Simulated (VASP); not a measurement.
# Ge: restarted molecular dynamics, 2 variants

Ge, P4_32_12 (no. 96), 12 atoms in the cell. PBE, molecular dynamics; PAW potentials Ge (PBE set).

| Restart from | Temperature at the end (K) | The same without a restart (K) | Potential energy at the end (eV/atom) | The same without a restart (eV/atom) | Electronic steps in the first step after the restart | Time (s) |
|---|---|---|---|---|---|---|
| CONTCAR with velocities, WAVECAR read | 2553.0 | 2553.0 | -4.11552 | -4.11552 | 4 | 358 |
| CONTCAR with velocities, no WAVECAR | 2553.0 | 2553.0 | -4.11552 | -4.11552 | 13 | 350 |

Limits: 180 fs of 12 atoms are too short for converged averages.

## Input of the first row

INCAR.step1:
```
SYSTEM = Ge
GGA = PE
PREC = Normal
ENCUT = 200
EDIFF = 1E-6
NELMIN = 4
NELM = 60
ALGO = Fast
LREAL = Auto
LASPH = .TRUE.
ISMEAR = -1
SIGMA = 0.069
ISYM = 0
LWAVE = .TRUE.
LCHARG = .FALSE.
IBRION = 0
NSW = 30
POTIM = 3.0
TEBEG = 1600
ISIF = 2
RANDOM_SEED = 67696 0 0
MDALGO = 2
SMASS = 0
KPAR = 2
```

INCAR.step2, as INCAR.step1 but for:
```
- LWAVE = .TRUE.
+ LWAVE = .FALSE.
```

KPOINTS:
```
k-points
0
Monkhorst-Pack
  2 2 2
```

POSCAR.step1:
```
Ge
1.0
    5.9300000000      0.0000000000      0.0000000000
    0.0000000000      5.9300000000      0.0000000000
    0.0000000000      0.0000000000      6.9800000000
Ge
12
Direct
    0.3750000000      0.1667000000      0.7500000000
    0.3333000000      0.8750000000      0.5000000000
    0.6250000000      0.8333000000      0.2500000000
    0.6667000000      0.1250000000      0.0000000000
    0.8750000000      0.3333000000      0.5000000000
    0.8333000000      0.6250000000      0.7500000000
    0.1250000000      0.6667000000      0.0000000000
    0.1667000000      0.3750000000      0.2500000000
    0.5750000000      0.4250000000      0.2500000000
    0.9250000000      0.9250000000      0.5000000000
    0.4250000000      0.5750000000      0.7500000000
    0.0750000000      0.0750000000      0.0000000000
```

Commands (each step's output is kept before the next begins):
```
cat potpaw_PBE.64/Ge/POTCAR > POTCAR
cp INCAR.step1 INCAR
cp POSCAR.step1 POSCAR
mpirun -np 2 vasp_std > vasp.out
cp CONTCAR POSCAR
cp INCAR.step2 INCAR
mpirun -np 2 vasp_std > vasp.out
```

Changes of the last row against the first:
```
(step 1)
- LWAVE = True
+ LWAVE = False
```

VASP 6.6.1 took 358 s on 2 cores (Intel Xeon Platinum 8259CL @ 2.50GHz (Skylake/Cascade Lake)), a shared host.
